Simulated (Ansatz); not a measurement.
# SnO2: the cost of one run

Method: DFT LDA, scalar-relativistic, plane waves, PAW, in Ansatz 0.2.0.

9 further runs of the same task are left out: 9 set aside as unsound or not needed. Runs told in other sessions of the task aren't counted.

## Step 1: The starting structure

The structure is tetragonal, space group P4_2/mnm (No. 136). Conventional cell: a = 4.720 Å, b = 4.720 Å, c = 3.189 Å, α = 90.00°, β = 90.00°, γ = 90.00°. Around Sn (site symmetry mmm) lie 6 O at 2.04 to 2.05 Å. O (site symmetry m2m) is surrounded by 3 Sn at 2.04 to 2.05 Å.

Structure file:

```
Sn O
1.0
     4.72013    0.00000    0.00000
     0.00000    4.72063    0.00000
     0.00000    0.00000    3.18882
Sn O
2 4
Direct
  0.50000 0.50000 0.50000
  0.00000 0.00000 0.00000
  0.30599 0.30617 0.00000
  0.80599 0.19383 0.50000
  0.19401 0.80617 0.50000
  0.69401 0.69383 0.00000
```

It goes back to an entry of the Materials Project, which need not be the stable form.

This cell was relaxed beforehand with the same method: volume 11.84 Å³/atom, gap on the mesh 1.18 eV.

## Step 2: What is varied

The energy is mapped over two normal modes frozen in (zone-centre modes of the cell shown).

- amplitude of mode 4 (103 cm⁻¹), largest displacement: 7 values from −0.27 to 0.27 Å
- amplitude of mode 7 (224 cm⁻¹), largest displacement: 7 values from −0.174 to 0.174 Å

Nothing else is relaxed (the cell and all other modes fixed). Energies count from the relaxed high-symmetry cell. Points are written as (first, second).

The modes come from a phonon run on the reference cell, made beforehand.

Displacement patterns for an amplitude of 1 (Å):

```tsv
atom	x1	y1	z1	x2	y2	z2
Sn1	0.000	0.000	0.000	0.176	0.204	0.000
Sn2	0.000	0.000	0.000	-0.177	0.204	0.000
O3	0.707	-0.707	0.000	0.653	-0.757	0.000
O4	0.707	0.707	0.000	-0.652	-0.756	0.000
O5	-0.707	-0.707	0.000	-0.652	-0.756	0.000
O6	-0.707	0.707	0.000	0.653	-0.757	0.000
```

## Step 3: Point (0.27 Å, −0.174 Å)

Contents of input.yaml:

```yaml
crystal:
  lattice:
    - [4.7201335122, 0.0, 0.0]
    - [0.0, 4.7206343096, 0.0]
    - [0.0, 0.0, 3.1888226875]
  atoms:
    - { symbol: Sn, position: [0.4934944068, 0.4924863052, 0.5] }
    - { symbol: Sn, position: [0.0065189374, -0.0075252158, 0.0] }
    - { symbol: O, position: [0.322221168, 0.2937922456, 0.0] }
    - { symbol: O, position: [0.8703103875, 0.2620009001, 0.5] }
    - { symbol: O, position: [0.177729326, 0.7937496326, 0.5] }
    - { symbol: O, position: [0.6296401065, 0.7620435131, 0.0] }
basis:
  ecutwfc: 520.0
kpoints:
  mp_grid: { grid: [6, 6, 8] }
hamiltonian:
  xc: lda
  pseudopotentials: { kind: paw, azcp: { folder: soft_1 } }
scf:
  occupations: { method: gaussian, width: 0.05 }
output:
  forces: true
  stress: true
  eigenvalues: true
```

Command:

```bash
$ ansatz run input.yaml --threads 2 --pin off --max-ram 4096MiB --backend cpu --events-out ev --progress --plain --runs-dir out
```

**Question.** How long does this run take on 2 threads of Intel Xeon Platinum 8375C at 2.90GHz (Ice Lake), shared host, and how much memory does it need?

About 12 s, with a peak of 0.52 GiB.
